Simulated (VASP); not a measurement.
The system is I.

```
CELL_PARAMETERS angstrom
-2.23991 2.04060 2.27540
1.84402 -2.17174 2.01064
2.21688 2.14871 -2.40654
ATOMIC_POSITIONS crystal
I 0.00000 0.00000 0.00000
```

The cell isn't the ideal one: cell sheared at random, sigma 0.06, atoms nudged by 0.01 Å.

```yaml
Program: VASP 6.6.1
Task: relaxation of cell and atoms
Functional: PBE
Potentials_or_basis: VASP PAW PBE potentials, release 64 (I)
Cutoff: 600 eV
k_mesh: 9 × 10 × 9
Occupations: gaussian, width 0.05 eV
Spin: no spin polarisation
```

At the start: pressure -0.1 GPa; volume 36.09 Å³/atom.

**Question.** How do energy, volume and symmetry change on relaxing?

**Answer.** Over 49 steps the energy falls by 243.7 meV/atom and the volume is 48.13 Å³/atom (+33.4 %); space group P-1 (No. 2, to 0.05 Å).

Step by step:
| step | energy change (eV) | largest force (eV/Å) | pressure (GPa) | volume (Å³) |
| --- | --- | --- | --- | --- |
| 1 | 0.0000 | 0.0000 | -0.05 | 36.09 |
| 3 | 0.0080 | 0.0000 | 8.86 | 34.76 |
| 5 | -0.1185 | 0.0000 | 2.94 | 35.60 |
| 7 | -0.1779 | 0.0000 | 0.23 | 41.77 |
| 9 | -0.1817 | 0.0000 | -0.65 | 44.99 |
| 11 | -0.1818 | 0.0000 | -0.42 | 44.44 |
| 13 | -0.2074 | 0.0000 | 1.94 | 45.43 |
| 15 | -0.2083 | 0.0000 | 1.65 | 45.37 |
| 17 | -0.2100 | 0.0000 | 1.83 | 45.55 |
| 19 | -0.2103 | 0.0000 | 1.94 | 45.66 |
| 21 | -0.2146 | 0.0000 | 1.78 | 45.84 |
| 23 | -0.2295 | 0.0000 | 1.08 | 46.62 |
| 25 | -0.2352 | 0.0000 | -0.85 | 49.81 |
| 27 | -0.2415 | 0.0000 | -0.12 | 48.38 |
| 29 | -0.2417 | 0.0000 | -0.06 | 48.29 |
| 31 | -0.2417 | 0.0000 | 0.22 | 48.02 |
| 33 | -0.2422 | 0.0000 | 0.05 | 48.18 |
| 35 | -0.2431 | 0.0000 | -0.10 | 48.39 |
| 37 | -0.2432 | 0.0000 | -0.15 | 48.46 |
| 39 | -0.2436 | 0.0000 | -0.07 | 48.27 |
| 41 | -0.2437 | 0.0000 | -0.04 | 48.16 |
| 43 | -0.2437 | 0.0000 | -0.02 | 48.16 |
| 45 | -0.2437 | 0.0000 | -0.01 | 48.13 |
| 47 | -0.2437 | 0.0000 | 0.01 | 48.12 |
| 49 | -0.2437 | 0.0000 | -0.01 | 48.13 |

Final structure:
```
CELL_PARAMETERS angstrom
-3.21064 2.23714 3.28361
1.61575 -2.12110 1.60236
3.35519 2.16971 -3.10919
ATOMIC_POSITIONS crystal
I 0.00000 0.00000 0.00000
```

Caveat: the volume moved by over 15 % at a fixed basis, so the end points are rough; an odd number of electrons without spin polarisation forces a metal; a magnetic or distorted state may lie lower.
